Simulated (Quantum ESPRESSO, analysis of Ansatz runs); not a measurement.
# A hop of O in Al2O3 (R-3c), charge 0 (Quantum ESPRESSO), part 3 of 3

How high is the barrier when O changes place in Al2O3 (R-3c)? The case: V_O hop (2.5 Å), charge 0, in a cell of 80 host atoms with 1 O taken out.

Quantum ESPRESSO 7.5; Quantum ESPRESSO plane-wave DFT, PBEsol, GBRV 1.5 PBEsol potentials; nudged elastic band between two relaxed defect structures.

So far: Set-up; Relaxation of the start point, charge 0; Relaxation of the end point, charge 0.

## (4) Nudged elastic band, charge 0

3 movable images are laid between the ends by interpolation. Each image feels the true force across the path and a spring force along it. The highest image is set to climb to the top of the path.

This step: Quantum ESPRESSO plane-wave DFT, PBEsol, GBRV 1.5 PBEsol potentials; nudged elastic band between two relaxed defect structures.

Input file neb.in:

```
BEGIN
BEGIN_PATH_INPUT
&PATH
  restart_mode = 'from_scratch'
  string_method = 'neb'
  nstep_path = 45
  ds = 1.5
  opt_scheme = 'broyden'
  num_of_images = 5
  k_max = 0.3
  k_min = 0.2
  CI_scheme = 'auto'
  path_thr = 0.06
/
END_PATH_INPUT
BEGIN_ENGINE_INPUT
&CONTROL
  prefix = 'pwscf'
  outdir = './tmp'
  pseudo_dir = './pseudo'
  disk_io = 'low'
/
&SYSTEM
  ibrav = 0
  nat = 79
  ntyp = 2
  ecutwfc = 36
  ecutrho = 288
  nbnd = 193
  occupations = 'fixed'
  nosym = .true.
/
&ELECTRONS
  conv_thr = 8d-08
  electron_maxstep = 100
  mixing_beta = 0.5
/
ATOMIC_SPECIES
Al    26.9815 al_pbesol_v1.uspp.F.UPF
O     15.9990 o_pbesol_v1.2.uspp.F.UPF
CELL_PARAMETERS angstrom
   4.7750098375    2.7568532680    8.6755442391
  -4.7750098375    2.7568532680    8.6755442391
   0.0000000000   -5.5137065361    8.6755442391
BEGIN_POSITIONS
FIRST_IMAGE
ATOMIC_POSITIONS crystal
Al     0.3233382540    0.3255526975    0.3244133265
Al     0.4358350395    0.4203294505    0.4277178026
Al     0.0730508239    0.0747631846    0.0738523995
Al     0.1728603010    0.1786041225    0.1768970581
O      0.2209948495    0.0289434061    0.3748964697
O      0.4710671519    0.1260649052    0.2779595453
O      0.0257675112    0.3762169090    0.2228639098
O      0.3739815440    0.2226188273    0.0277458031
O      0.1242591813    0.2778386766    0.4727891482
O      0.2774202874    0.4724107188    0.1251369292
Al     0.3229155940    0.3250195400    0.8238717293
Al     0.4249065482    0.4267082369    0.9266452205
Al     0.0735744164    0.0742832383    0.5739460482
Al     0.1749033146    0.1766626038    0.6763004822
O      0.2215840547    0.0289221798    0.8746681544
O      0.4724832547    0.1268256034    0.7756038125
O      0.0276815828    0.3756616000    0.7216424759
O      0.3754969159    0.2216833741    0.5277283381
O      0.1240615901    0.2790161090    0.9718267463
O      0.2785343981    0.4718315192    0.6247892922
Al     0.3231374957    0.8249350356    0.3236427484
Al     0.4253566006    0.9269794867    0.4258959695
Al     0.0728015541    0.5739879762    0.0745237911
Al     0.1757072320    0.6760368100    0.1765990058
O      0.2227044675    0.5278117411    0.3743794274
O      0.4717719115    0.6259015372    0.2774843297
O      0.0271355512    0.8756460029    0.2217962115
O      0.3743169775    0.7226855322    0.0278149821
O      0.1244810390    0.7787348838    0.4716396812
O      0.2767396756    0.9733613007    0.1247645502
Al     0.3231906882    0.8241149606    0.8240849553
Al     0.4249989168    0.9265033630    0.9264143799
Al     0.0755499383    0.5737150448    0.5720462646
Al     0.1754327750    0.6767072525    0.6757537894
O      0.2213386630    0.5287498245    0.8749096208
O      0.4714369476    0.6251677410    0.7780791130
O      0.0269372131    0.8758226721    0.7217446629
O      0.3741185309    0.7228041539    0.5281050730
O      0.1243125028    0.7784853088    0.9721009613
O      0.2774496315    0.9722075093    0.6252667303
Al     0.8123316439    0.3228605430    0.3304712409
Al     0.9252829791    0.4260639417    0.4250016784
Al     0.5725892324    0.0747308805    0.0744444828
Al     0.6756354029    0.1766536245    0.1756993724
O      0.7208499961    0.0299063640    0.3752011934
O      0.9698942349    0.1258632839    0.2787073918
O      0.5286025591    0.3750257302    0.2213388846
O      0.8744617636    0.2226166573    0.0275878351
O      0.7766201098    0.4731203597    0.1247379019
Al     0.8232663324    0.3247773108    0.8234462542
Al     0.9254048895    0.4268980362    0.9257559377
Al     0.5729053031    0.0728481844    0.5748919840
Al     0.6756743072    0.1755246599    0.6782134521
O      0.7211196296    0.0281434383    0.8757502154
O      0.9710466128    0.1253675753    0.7783546631
O      0.5276059138    0.3753853262    0.7206820069
O      0.8729530144    0.2227704028    0.5289576305
O      0.6243009399    0.2786419572    0.9713178292
O      0.7775175703    0.4725906483    0.6244300003
Al     0.8236267280    0.8238993458    0.3238122592
Al     0.9255726239    0.9266367779    0.4256130589
Al     0.5730578978    0.5746150733    0.0739088717
Al     0.6753646822    0.6765802711    0.1760803595
O      0.7197111570    0.5290261229    0.3756957182
O      0.9709715449    0.6253865390    0.2782639626
O      0.5273239457    0.8757419464    0.2219261371
O      0.8742010880    0.7226718695    0.0280670763
O      0.6242698343    0.7791201442    0.4719400768
O      0.7772548955    0.9725695346    0.1253351495
Al     0.8235911691    0.8240704427    0.8242008924
Al     0.9255039936    0.9263418336    0.9265605058
Al     0.5729525367    0.5747339425    0.5740232378
Al     0.6760066495    0.6762708276    0.6757567676
O      0.7212395327    0.5287107778    0.8747454872
O      0.9716878208    0.6258027731    0.7772768126
O      0.5275118013    0.8750614157    0.7222415266
O      0.8746730413    0.7227943345    0.5277847525
O      0.6242610193    0.7794192965    0.9712615195
O      0.7762383974    0.9748368942    0.6238204663
INTERMEDIATE_IMAGE
ATOMIC_POSITIONS crystal
Al     0.3231578893    0.3253596610    0.3242540293
Al     0.4329480939    0.4221543317    0.4271837461
[... 77 atom lines left out ...]
INTERMEDIATE_IMAGE
ATOMIC_POSITIONS crystal
Al     0.3230096362    0.3251794918    0.3241253270
Al     0.4304567843    0.4236956016    0.4267448253
[... 77 atom lines left out ...]
INTERMEDIATE_IMAGE
ATOMIC_POSITIONS crystal
Al     0.3228803445    0.3249755749    0.3240178774
Al     0.4278869392    0.4253221149    0.4262618568
[... 77 atom lines left out ...]
LAST_IMAGE
ATOMIC_POSITIONS crystal
Al     0.3227479345    0.3247475929    0.3239055626
Al     0.4251080922    0.4270669256    0.4257462031
[... 13 atom lines left out ...]
O      0.4736263755    0.1243970264    0.7769300744
[... 1 atom line left out ...]
O      0.3735615904    0.2229980617    0.5281980249
[... 22 atom lines left out ...]
Al     0.8237176094    0.3245569020    0.3237186978
[... 3 atom lines left out ...]
O      0.7203499601    0.0284059401    0.3763338478
O      0.9706371736    0.1253483934    0.2793790614
[... 5 atom lines left out ...]
Al     0.5712593476    0.0756257536    0.5736711278
Al     0.6742777215    0.1786496910    0.6764240100
[... 3 atom lines left out ...]
O      0.8740403825    0.2213462264    0.5284407000
[... 3 atom lines left out ...]
Al     0.9189302597    0.9282892997    0.4369280365
[... 8 atom lines left out ...]
Al     0.8216195181    0.8309732917    0.8131660054
[... 8 atom lines left out ...]
O      0.6255055088    1.2763454089    0.4731353364
END_POSITIONS
K_POINTS gamma
END_ENGINE_INPUT
END
```

On the command line:

```bash
> OMP_NUM_THREADS=1 mpirun -n 4 neb.x -ni 2 -inp neb.in > neb.out
```

Output:

```text
[shortened: banners, details of potentials and solvers, and blank lines are left out]
[banner, memory and clock lines left out]
     path-images division:  nimage    =       2
     initial path length           =  4.7798 bohr
     initial inter-image distance  =  1.1950 bohr
     string_method                 =    neb
     restart_mode                  =    from_scratch
     opt_scheme                    =    broyden
     num_of_images                 =    5
     nstep_path                    =    45
     CI_scheme                     =    auto
     first_last_opt                =    F
     use_freezing                  =    F
     ds                            =    1.5000 a.u.
     k_max                         =    0.3000 a.u.
     k_min                         =    0.2000 a.u.
     path_thr                      =    0.0600 eV / A
     ------------------------------ iteration   1 ------------------------------
     activation energy (->) =   4.064675 eV
     activation energy (<-) =   4.064888 eV
     image        energy (eV)        error (eV/A)        frozen
         1     -23655.4759631            0.017072            T
         2     -23653.4101596            3.070566            F
         3     -23651.4112882            3.208392            F
         4     -23653.4089737            2.447425            F
         5     -23655.4761765            0.015604            T
     climbing image =  3
     path length          =  4.780 bohr
     inter-image distance =  1.195 bohr
     ------------------------------ iteration   2 ------------------------------
     activation energy (->) =   3.645552 eV
     activation energy (<-) =   3.645766 eV
     image        energy (eV)        error (eV/A)        frozen
         1     -23655.4759631            0.017072            T
         2     -23653.5918735            1.154318            F
         3     -23651.8304110            0.875756            F
         4     -23653.5906059            1.058062            F
         5     -23655.4761765            0.015604            T
     climbing image =  3
     path length          =  4.894 bohr
[...]
------------------------------ iteration   3 ------------------------------
     activation energy (->) =   3.522437 eV
     activation energy (<-) =   3.522650 eV
     image        energy (eV)        error (eV/A)        frozen
         1     -23655.4759631            0.017072            T
         2     -23653.5957830            0.444651            F
         3     -23651.9535265            0.634321            F
         4     -23653.5947756            0.433251            F
         5     -23655.4761765            0.015604            T
     climbing image =  3
     path length          =  4.940 bohr
[...]
------------------------------ iteration   4 ------------------------------
     activation energy (->) =   3.453072 eV
     activation energy (<-) =   3.453286 eV
     image        energy (eV)        error (eV/A)        frozen
         1     -23655.4759631            0.017072            T
         2     -23653.5984618            0.221613            F
         3     -23652.0228907            0.201445            F
         4     -23653.5977942            0.275765            F
         5     -23655.4761765            0.015604            T
     climbing image =  3
     path length          =  5.048 bohr
[...]
------------------------------ iteration   5 ------------------------------
     activation energy (->) =   3.438577 eV
     activation energy (<-) =   3.438791 eV
     image        energy (eV)        error (eV/A)        frozen
         1     -23655.4759631            0.017072            T
         2     -23653.6335873            0.127142            F
         3     -23652.0373856            0.160214            F
         4     -23653.6329894            0.165686            F
         5     -23655.4761765            0.015604            T
     climbing image =  3
     path length          =  5.064 bohr
[...]
------------------------------ iteration   6 ------------------------------
     activation energy (->) =   3.414681 eV
     activation energy (<-) =   3.414895 eV
     image        energy (eV)        error (eV/A)        frozen
         1     -23655.4759631            0.017072            T
         2     -23653.6799070            0.105075            F
         3     -23652.0612819            0.076232            F
         4     -23653.6794615            0.096575            F
         5     -23655.4761765            0.015604            T
     climbing image =  3
     path length          =  5.125 bohr
[...]
------------------------------ iteration   7 ------------------------------
     activation energy (->) =   3.409848 eV
     activation energy (<-) =   3.410061 eV
     image        energy (eV)        error (eV/A)        frozen
         1     -23655.4759631            0.017072            T
         2     -23653.6823778            0.066115            F
         3     -23652.0661152            0.060283            F
         4     -23653.6819909            0.058645            F
         5     -23655.4761765            0.015604            T
     climbing image =  3
     path length          =  5.131 bohr
[...]
------------------------------ iteration   8 ------------------------------
     activation energy (->) =   3.403035 eV
     activation energy (<-) =   3.403249 eV
     image        energy (eV)        error (eV/A)        frozen
         1     -23655.4759631            0.017072            T
         2     -23653.6789695            0.064694            F
         3     -23652.0729277            0.039790            F
         4     -23653.6787994            0.055069            F
         5     -23655.4761765            0.015604            T
     climbing image =  3
     path length          =  5.150 bohr
[...]
------------------------------ iteration   9 ------------------------------
     activation energy (->) =   3.400893 eV
     activation energy (<-) =   3.401106 eV
     image        energy (eV)        error (eV/A)        frozen
         1     -23655.4759631            0.017072            T
         2     -23653.6719850            0.072101            F
         3     -23652.0750704            0.036775            F
         4     -23653.6722364            0.077152            F
         5     -23655.4761765            0.015604            T
     climbing image =  3
     path length          =  5.197 bohr
[...]
------------------------------ iteration  10 ------------------------------
     activation energy (->) =   3.399874 eV
     activation energy (<-) =   3.400087 eV
     image        energy (eV)        error (eV/A)        frozen
         1     -23655.4759631            0.017072            T
         2     -23653.6809692            0.026853            F
         3     -23652.0760896            0.029911            F
         4     -23653.6811336            0.032516            F
         5     -23655.4761765            0.015604            T
     climbing image =  3
     path length          =  5.181 bohr
     inter-image distance =  1.295 bohr
     neb: convergence achieved in  10 iterations
```

It took 17 min on 4 MPI ranks of Arm Neoverse V1, shared host; peak memory 2 GiB; 67 min of CPU time.

The path, image by image:

```csv
image,path (Å),energy (eV),"O79: x, y, z (Å)"
0,0.000,0.0000,"-0.948, 1.388, 20.604"
1,0.754,1.7950,"-1.438, 1.881, 20.606"
2,1.371,3.3999,"-1.902, 2.230, 20.604"
3,1.988,1.7948,"-2.436, 2.457, 20.601"
4,2.742,-0.0002,"-3.108, 2.634, 20.604"
```

Numbers from this step:

```yaml
barrier_forward: 3.400 eV
barrier_backward: 3.400 eV
end_less_start: -2.13e-4 eV
hop_length: 2.493 Å
```

The band met its tolerance of 0.06 eV/Å after 10 iterations, with image 2 on top (the start counts as 0). O79, which moves farthest between the ends, has 4 Al at 1.87 to 1.97 Å nearest at the start and 4 Al at 1.79 to 2.05 Å at the top.

## (5) Outcome

```json
{
 "barrier forward": "3.40 eV",
 "barrier backward": "3.40 eV",
 "end less start": "0.00 eV",
 "hop length": "2.49 Å",
 "band iterations, as the log counts them": "10"
}
```

What this shows: The top of the band lies 3.40 eV above the start and 3.40 eV above the end, which are alike in energy and neighbours. With an assumed prefactor of 1e13 per second it gives one hop a second along this one path at about 1320 K; whether such hops link up through the crystal wasn't checked. The order of the top as a saddle was not checked for all atoms, so a bent path could be lower. Keep in mind: sampling at the zone centre alone can move energies of charged and open-shell states by tenths of an eV or more in cells of this size. The cutoff of 36 Ry is under the 40 Ry advised for these potentials.

[Logs are printed without paths, hosts, clocks, repeated set-up lines and the standing remarks that a program may print on its own settings, such as how far it seeks lower states.]

[Hosts, paths, dates, database ids (printed as entryN), source tags and the programs' standing remarks are cut or masked in the printed files.]
